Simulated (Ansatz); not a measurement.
Doping SnSe for thermoelectric use, calculated with Ansatz

Space group Fm-3m (No. 225), 2 atoms in the cell of the first input below: a = 4.257 Å, b = 4.257 Å, c = 4.257 Å, α = 60.00°, β = 60.00°, γ = 60.00°.

The structure is a measured one, not always of the ambient phase, taken without relaxation (pressure 1.0 GPa with this functional, without spin–orbit coupling). Functional: PBE.

Spin–orbit coupling is included. Kohn–Sham gap between the band edges found on a fine mesh: 0.28 eV.

Band masses are left out, as an edge found on the mesh is not an exact extremum.

The states of the whole zone with their velocity products:

```yaml
crystal:
  lattice:
    - [0.0, 3.0099999632, 3.0099999632]
    - [3.0099999632, 0.0, 3.0099999632]
    - [3.0099999632, 3.0099999632, 0.0]
  atoms:
    - { symbol: Sn, position: [0.0, 0.0, 0.0] }
    - { symbol: Se, position: [0.5, 0.5, 0.5] }
basis:
  ecutwfc: 420
  ecutrho_ratio: 4
kpoints:
  mp_grid: { grid: [8, 8, 8] }
hamiltonian:
  xc: pbe
scf:
  occupations: { method: gaussian, width: 0.05 }
output:
  forces: true
  stress: true
  eigenvalues: true
  populations: true
  states_by_energy: { minimum_broadening: 0.05 }
magnetization:
  noncollinear: true
  spin_orbit: true
```

```bash
ansatz run input.yaml --threads 4 --pin off --max-ram 9216MiB --backend cpu --events-out ev --progress --plain --runs-dir out
```

Time: 8.2 min on 4 threads of Arm Neoverse V2, on a shared host, peak memory 1.7 GiB.

From that table, at a constant relaxation time τ with Fermi–Dirac weights and rigid bands:

```
T (K)  doping (cm⁻³)  μ − E_F (eV)  σ_xx/τ (10²⁰/Ω m s)  S_xx (μV/K)  Lorenz (10⁻⁸ V²/K²)  ħω_p,xx (eV)
  600         n 1e19        -0.083               0.0649          -93                12.06         0.563
  600         p 1e19        -0.120               0.0616           73                13.45         0.549
  600         n 1e20         0.017                0.209         -165                 2.44         1.011
  600         p 1e20        -0.215                0.182          200                 3.15         0.943
  600         n 1e21         0.282                  1.2          -57                 2.40         2.428
  600         p 1e21        -0.432                 1.37           82                 1.99         2.592
  900         n 1e19        -0.087                0.172          -16                10.93         0.916
  900         p 1e19        -0.104                 0.17           26                11.14         0.913
  900         n 1e20        -0.017                0.235         -131                 6.23         1.072
  900         p 1e20        -0.171                0.223          157                 7.12         1.046
  900         n 1e21         0.263                 1.17          -88                 2.38         2.394
  900         p 1e21        -0.412                 1.29          111                 1.89         2.511
```

Q: Which of the dopings listed at 600 K has the largest power factor S²σ/τ along x?

A: n 1e19: 0.56, p 1e19: 0.33, n 1e20: 5.7, p 1e20: 7.3, n 1e21: 3.9, p 1e21: 9.3 (10¹¹ W/m K² s), so p 1e21 cm⁻³, if τ is the same for all.

Caveats: a Lorenz number over 3 comes from carriers at unlike energies: both signs excited across the gap, or a second valley or band; melting, decomposition and changes of phase at these temperatures weren't checked; no scattering is computed, and the gap isn't corrected.

The Seebeck coefficient peaks in magnitude at the middle doping for both carrier signs and at both temperatures. At the lightest doping, thermally excited minority carriers oppose the majority contribution across the narrow gap, while at the heaviest the chemical potential lies deep in a band and the asymmetry of transport about it weakens. Heating therefore acts in opposite directions: from 600 to 900 K the magnitude falls at 1e19 and 1e20, where bipolar compensation grows, but rises at 1e21, where the carriers become less degenerate.

At 1e21 the p-type material has both the larger σ/τ and the larger Seebeck magnitude. This suggests that additional valence-band valleys away from L take part, as is familiar in rocksalt IV–VI compounds, adding states and conducting channels together. The electronic advantage of heavy p doping belongs to this cubic polymorph and can't be carried over to the layered orthorhombic SnSe known for its thermoelectric performance, whose band edges and transport anisotropy are different.
